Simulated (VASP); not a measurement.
## CuO: single point with PBE+U

The system is CuO.

```
CELL_PARAMETERS angstrom
3.83394 0.00000 5.05807
0.00000 3.42300 0.00000
-5.53406 0.00000 5.05807
ATOMIC_POSITIONS crystal
Cu 0.12500 0.25000 0.87500
Cu 0.62500 0.25000 0.37500
Cu 0.37500 0.75000 0.62500
Cu 0.87500 0.75000 0.12500
Cu 0.37500 0.75000 0.12500
Cu 0.87500 0.75000 0.62500
Cu 0.12500 0.25000 0.37500
Cu 0.62500 0.25000 0.87500
O 0.12500 0.41840 0.12500
O 0.62500 0.41840 0.62500
O 0.37500 0.91840 0.87500
O 0.87500 0.91840 0.37500
O 0.37500 0.58160 0.37500
O 0.87500 0.58160 0.87500
O 0.12500 0.08160 0.62500
O 0.62500 0.08160 0.12500
```

```yaml
Program: VASP 6.6.1
Task: single point
Functional: PBE
Potentials_or_basis: VASP PAW PBE potentials, release 64 (Cu, O)
Cutoff: 520 eV
k_mesh: 3 × 6 × 3
Occupations: gaussian, width 0.02 eV
Spin: collinear spin, typed start
Starting_moments: "[1.0, -1.0, -1.0, 1.0, 1.0, -1.0, -1.0, 1.0, 0.0, 0.0, 0.0, 0.0, 0.0, 0.0, 0.0, 0.0] μB"
Hubbard_terms: Cu d U = 6.0 eV
```

The pressure is 2.5 GPa, the largest force is 0.114 eV/Å and the band gap on the k mesh is 1.82 eV. The net moment is 0.00 μB per cell and the site moments are Cu +0.64, -0.64; O +0.12, -0.12 μB. The valence electrons inside the program's atomic spheres are Cu 9.94; O 5.00.

Forces on the atoms (eV/Å):
```
Cu  -0.090  0.061  0.035
Cu  -0.090  0.061  0.035
Cu   0.090 -0.061 -0.035
Cu   0.090 -0.061 -0.035
Cu   0.090  0.061 -0.035
Cu   0.090  0.061 -0.035
Cu  -0.090 -0.061  0.035
Cu  -0.090 -0.061  0.035
O   -0.026  0.012  0.029
O   -0.026  0.012  0.029
O    0.026  0.012 -0.029
O    0.026  0.012 -0.029
O    0.026 -0.012 -0.029
O    0.026 -0.012 -0.029
O   -0.026 -0.012  0.029
O   -0.026 -0.012  0.029
```

Stress tensor (GPa, compression positive):
```
2.13 0.00 0.25
0.00 2.86 0.00
0.25 0.00 2.50
```

Levels at points of the mesh, in eV from the valence-band top:
Spin up:
```
           k point  band 65  band 66  band 67  band 68  band 69  band 70  band 71  band 72
(0.00, 0.00, 0.00)    -0.81    -0.59    -0.57    -0.13     1.82     2.21     2.56     2.66
(0.00, 0.50, 0.00)    -0.72    -0.72    -0.03    -0.03     2.30     2.30     2.69     2.69
```
Spin down:
| k point | band 65 | band 66 | band 67 | band 68 | band 69 | band 70 | band 71 | band 72 |
| --- | --- | --- | --- | --- | --- | --- | --- | --- |
| (0.00, 0.00, 0.00) | -0.81 | -0.59 | -0.57 | -0.13 | 1.82 | 2.21 | 2.56 | 2.66 |
| (0.00, 0.50, 0.00) | -0.72 | -0.72 | -0.03 | -0.03 | 2.30 | 2.30 | 2.69 | 2.69 |

Eigenvalues of the final occupation matrices:
```
    site  spin  trace               eigenvalues
site 1 d     1   4.92  0.97 0.98 0.98 0.98 1.02
site 1 d     2   4.27  0.38 0.96 0.97 0.97 0.98
site 2 d     1   4.27  0.38 0.96 0.97 0.97 0.98
site 2 d     2   4.92  0.97 0.98 0.98 0.98 1.02
site 3 d     1   4.27  0.38 0.96 0.97 0.97 0.98
site 3 d     2   4.92  0.97 0.98 0.98 0.98 1.02
site 4 d     1   4.92  0.97 0.98 0.98 0.98 1.02
site 4 d     2   4.27  0.38 0.96 0.97 0.97 0.98
site 5 d     1   4.92  0.97 0.98 0.98 0.98 1.02
site 5 d     2   4.27  0.38 0.96 0.97 0.97 0.98
site 6 d     1   4.27  0.38 0.96 0.97 0.97 0.98
site 6 d     2   4.92  0.97 0.98 0.98 0.98 1.02
```

It took 11 min on 1 thread of AMD EPYC 9R45 96-Core Processor (Zen 5), with other jobs on the host, peak memory 0.52 GiB.

Caveat: an odd mesh through Γ misses points on the zone boundary, where band edges often lie.
